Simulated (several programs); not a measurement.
GaN (wurtzite) from semi-empirical methods to plane-wave DFT

Measured values to be reproduced:
- band gap: 3.503 eV (direct gap at Gamma, earlier experiment; “Studying electronic properties in GaN without electrical contacts using γ-γ vs e−-γ Perturbed Angular Correlations”; Cited literature value; temperature and sample not stated; 2019; pmc:6823545)
- volume: 11.42 Å³ an atom (from the lattice constants; a, Expt. column of Table I; “Vacancy defect in bulk and at (10overline10) surface of GaN: A combined first-principles theoretical and experimental analysis”; 2017; arxiv:1710.05670)

GaN in the wurtzite structure, relaxed with r2SCAN in Ansatz, was computed with several methods. The symmetry is P6_3mc (No. 186, hexagonal); a = 3.183 Å, c = 5.184 Å in the conventional setting, 11.37 Å³ an atom. Around Ga lie 4 N at 1.95 Å; around N lie 4 Ga at 1.95 Å. Calculated for a static, non-magnetic cell.

```
Ga N
1.0
     3.18315    0.00000    0.00000
    -1.59157    2.75669    0.00000
     0.00000    0.00000    5.18363
Ga N
2 2
Direct
  0.33333 0.66667 0.99911
  0.66667 0.33333 0.49911
  0.33333 0.66667 0.37589
  0.66667 0.33333 0.87589
```

Gaps and times are for a single point on this cell; volume and bulk modulus come from each method's own relaxation or energy curve at fixed shape, which is too stiff where a cell has free coordinates or axes. Times are rough, from shared hosts (Arm Neoverse V1; Arm Neoverse V2; NVIDIA H100 80GB HBM3), and each method has its own mesh and cell size. A double dagger marks a value from a curve with shape and coordinates held. PM6 (MOPAC), PM7 (MOPAC), GFN1-xTB (tblite), GFN2-xTB (tblite) treat a cluster of cells at its zone centre, which samples few k points: where these miss a band edge, the gap comes out too large for that reason alone. Gaps from k meshes are read at a limited set of points (mesh, symmetry points, PBE's band edges), so each method's own least gap may be somewhat smaller. Force fields have no electrons; where one was fitted to this phase, its volume and modulus reflect the fit. xTB and the PM methods were fitted mostly to molecules, and can miss a solid's gap by electronvolts. Minimal bases can be far off for gaps. Times of the plane-wave ladder aren't listed, since it ran on unlike processors and cards. GLLB-SC's gap includes the derivative discontinuity. G0W0 is at finite bands, cutoff and mesh. d marks a direct gap, i an indirect one (no mark: not told apart), a dash a value that wasn't computed or didn't pass its checks.

```csv
method,kind,gap (eV),own volume (Å³/atom),bulk modulus (GPa),atoms computed,processor time
PBEsol,semilocal,–,11.37,–,4,–
GaN.sw (LAMMPS),force field,–,11.48,206‡,4,0.11 s
GaN.tersoff (LAMMPS),force field,–,11.38,208‡,4,0.12 s
light PBE (260 eV and a coarse mesh),light plane-wave,1.62 d,–,–,4,1.7 s
PM6 (MOPAC),semi-empirical,5.01,–,–,cluster,4 s
GFN1-xTB (tblite),tight binding,1.50,–,–,cluster,7.2 s
LDA,semilocal,1.94 d,11.05,–,4,–
PBE,semilocal,1.93 d,11.76,172‡,4,–
G0W0@r2SCAN (180 eV screening cutoff),many-body,3.34,–,–,4,–
GFN2-xTB (tblite),tight binding,1.88,10.95‡,131‡,cluster,10 s
PBE/SZV (CP2K),small basis,2.06 d,12.22‡,159‡,4,15 s
GLLB-SC (GPAW),model potential,2.81,–,–,4,20 s
G0W0@PBE0 (180 eV screening cutoff),many-body,3.88,–,–,4,–
G0W0@HSE06 (180 eV screening cutoff),many-body,3.70,–,–,4,–
G0W0@PBE (260 eV screening cutoff),many-body,3.06,–,–,4,–
r2SCAN,semilocal,2.35 d,11.37,197‡,4,–
PM7 (MOPAC),semi-empirical,3.32,–,–,cluster,23 s
PBE/single zeta (GPAW),small basis,2.22 d,–,–,4,28 s
PBE/DZVP (CP2K),small basis,1.92 d,11.92‡,165‡,4,56 s
PBE+SOC,semilocal,1.93 d,–,–,4,–
LC-ωPBE,hybrid,8.50 d,–,–,4,–
PBE0,hybrid,3.89 d,–,–,4,–
r2SCAN0,hybrid,4.18 d,–,–,4,–
HSE06,hybrid,3.20 d,11.37,–,4,–
DDH-PBE0,hybrid,3.26 d,–,–,4,–
G0W0@LDA (140 eV screening cutoff),many-body,3.12,–,–,4,–
HSE06+SOC,hybrid,3.19 d,–,–,4,–
```

Against HSE06 (3.20 eV) and with closed or daggered gaps left aside, the nearest gap at the points sampled is that of HSE06+SOC (-0.01 eV) and the farthest that of LC-ωPBE (+5.30 eV). HSE06 is only a yardstick of convenience, and nearness to it can be luck.

Volumes against r2SCAN's: PBEsol 0.0 %, GaN.sw (LAMMPS) +1.0 %, GaN.tersoff (LAMMPS) +0.1 %, LDA -2.8 %, PBE +3.4 %, HSE06 0.0 %.

Comparison with experiment:
- Band gap, measured 3.503 eV: light PBE (260 eV and a coarse mesh) -1.89 eV, PM6 (MOPAC) +1.51 eV, GFN1-xTB (tblite) -2.01 eV, LDA -1.56 eV, PBE -1.57 eV, G0W0@r2SCAN (180 eV screening cutoff) -0.17 eV, GFN2-xTB (tblite) -1.63 eV, PBE/SZV (CP2K) -1.45 eV, GLLB-SC (GPAW) -0.70 eV, G0W0@PBE0 (180 eV screening cutoff) +0.38 eV, G0W0@HSE06 (180 eV screening cutoff) +0.20 eV, G0W0@PBE (260 eV screening cutoff) -0.44 eV, r2SCAN -1.15 eV, PM7 (MOPAC) -0.18 eV, PBE/single zeta (GPAW) -1.28 eV, PBE/DZVP (CP2K) -1.59 eV, PBE+SOC -1.57 eV, LC-ωPBE +5.00 eV, PBE0 +0.39 eV, r2SCAN0 +0.68 eV, HSE06 -0.30 eV, DDH-PBE0 -0.24 eV, G0W0@LDA (140 eV screening cutoff) -0.38 eV, HSE06+SOC -0.31 eV.
- Volume, measured 11.42 Å³ an atom: PBEsol -0.4 %, GaN.sw (LAMMPS) +0.6 %, GaN.tersoff (LAMMPS) -0.3 %, LDA -3.2 %, PBE +3.0 %, r2SCAN -0.4 %, HSE06 -0.4 %.
The calculations are for a static lattice; samples hold vibrations, temperature and, in optical gaps, excitons. A measured value is shown where most reports agree with it, and only for the quantities listed.

Only the rows marked +SOC include spin-orbit coupling.
